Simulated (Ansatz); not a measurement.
Relaxed-ion elastic tensor of SrF2 (fluorite, Fm-3m) in GPa (Voigt order), the program Ansatz at the PBEsol level (PAW); density 4.37 g/cm³, 15.91 Å³ per atom.

```
 126  46.3  46.3   0.0   0.0   0.0
46.3   126  46.3   0.0   0.0   0.0
46.3  46.3   126   0.0   0.0   0.0
 0.0   0.0   0.0  31.5   0.0   0.0
 0.0   0.0   0.0   0.0  31.5   0.0
 0.0   0.0   0.0   0.0   0.0  31.5
```

Task: Is the crystal mechanically stable?

Result: Yes: the smallest eigenvalue of C is 31.5 GPa.

Task: Work out the Voigt, Reuss and Hill averages.

Result: K_V = 72.8, K_R = 72.8, K_H = 72.8; G_V = 34.8, G_R = 34.3, G_H = 34.6 GPa.

Task: Give Young's modulus, Poisson's ratio, Pugh's ratio and the universal anisotropy index.

Result: E = 9KG/(3K + G) = 89.5 GPa; ν = 0.29; K/G = 2.11 (ductile by the Pugh limit of 1.75); A_U = 5G_V/G_R + K_V/K_R − 6 = 0.06.

Task: Estimate the sound speeds and the Debye temperature.

Result: v_l = √((K + 4G/3)/ρ) = 5220 m/s, v_t = √(G/ρ) = 2810 m/s, mean 3140 m/s; Θ = (h/k)(3n/4πV)^(1/3) v_m = 372 K.

Task: Give the Zener ratio and Young's modulus along [100], [110] and [111].

Result: A = 2C44/(C11 − C12) = 0.79; 1/E = S11 − 2(S11 − S12 − S44/2)Γ with Γ = 0, 1/4, 1/3 gives 101, 86.5, 82.6 GPa.

Task: Solve the Christoffel equation for the three sound speeds along [100], [110], [111].

Result: Eigenvalues of C_ijkl n_j n_l equal ρv². In km/s, slowest first: [100] 2.69, 2.69, 5.36; [110] 2.69, 3.01, 5.19; [111] 2.91, 2.91, 5.13.

The cell was relaxed with PBEsol under the symmetry of its start; phonons on a q-mesh show no instability.

Potentials: the later of the program's two PAW sets.
